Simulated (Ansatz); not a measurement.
MgF2:
```
CELL_PARAMETERS angstrom
      4.63832     0.00000     0.00000
      0.00000     4.63832     0.00000
      0.00000     0.00000     3.06243
ATOMIC_POSITIONS crystal
  Mg 0.50000 0.50000 0.50000
  Mg 0.00000 0.00000 0.00000
  F  0.69660 0.69660 0.00000
  F  0.30340 0.30340 0.00000
  F  0.80340 0.19660 0.50000
  F  0.19660 0.80340 0.50000
```

Relaxed with PBEsol. Independent-particle spectrum: no excitons, no local fields, no scissors shift; 0.1 eV broadening; ε₁ of the summed bands alone.

Q: Tabulate the dielectric function from the program Ansatz at the PBEsol level (PAW).

A: 

| E (eV) | ε₁ xx | ε₂ xx | ε₁ zz | ε₂ zz |
|---|---|---|---|---|
| 0.0 | 1.87 | 0.00 | 1.92 | 0.00 |
| 0.5 | 1.87 | 0.00 | 1.92 | 0.00 |
| 1.0 | 1.88 | 0.00 | 1.93 | 0.00 |
| 1.5 | 1.88 | 0.00 | 1.93 | 0.00 |
| 2.0 | 1.89 | 0.00 | 1.94 | 0.00 |
| 2.5 | 1.90 | 0.00 | 1.95 | 0.00 |
| 3.0 | 1.92 | 0.00 | 1.97 | 0.00 |
| 3.5 | 1.94 | 0.00 | 1.99 | 0.00 |
| 4.0 | 1.96 | 0.00 | 2.01 | 0.00 |
| 4.5 | 1.99 | 0.00 | 2.04 | 0.00 |
| 5.0 | 2.02 | 0.00 | 2.07 | 0.00 |
| 5.5 | 2.07 | 0.00 | 2.12 | 0.00 |
| 6.0 | 2.13 | 0.00 | 2.17 | 0.00 |
| 6.5 | 2.22 | 0.00 | 2.25 | 0.00 |
| 7.0 | 2.38 | 0.00 | 2.36 | 0.00 |
| 7.5 | 2.56 | 0.33 | 2.60 | 0.01 |
| 8.0 | 2.46 | 0.51 | 2.71 | 0.42 |
| 8.5 | 2.37 | 0.60 | 2.62 | 0.60 |
| 9.0 | 2.31 | 0.67 | 2.53 | 0.72 |
| 9.5 | 2.26 | 0.73 | 2.47 | 0.80 |
| 10.0 | 2.22 | 0.78 | 2.42 | 0.88 |
| 10.5 | 2.19 | 0.82 | 2.38 | 0.94 |
| 11.0 | 2.17 | 0.87 | 2.35 | 1.01 |
| 11.5 | 2.15 | 0.93 | 2.33 | 1.09 |
| 12.0 | 2.12 | 1.06 | 2.32 | 1.20 |

Q: From ε at 8.8 eV (xx: 2.33 + 0.65i), find n, k, the normal reflectivity and the absorption coefficient.

A: n = 1.54, k = 0.211, R = 5 %, α = 2kE/ħc = 190000 cm⁻¹.

With all bands, ε∞ without local fields is 2.06 (xx = yy), 2.11 (zz). DFPT, with local fields, gives 2.03 (xx = yy), 2.07 (zz).

Space group P4_2/mnm (rutile). The PBEsol relaxation kept the symmetry of its start; phonons on a q-mesh show no instability.

Potentials: the later of the program's two PAW sets.
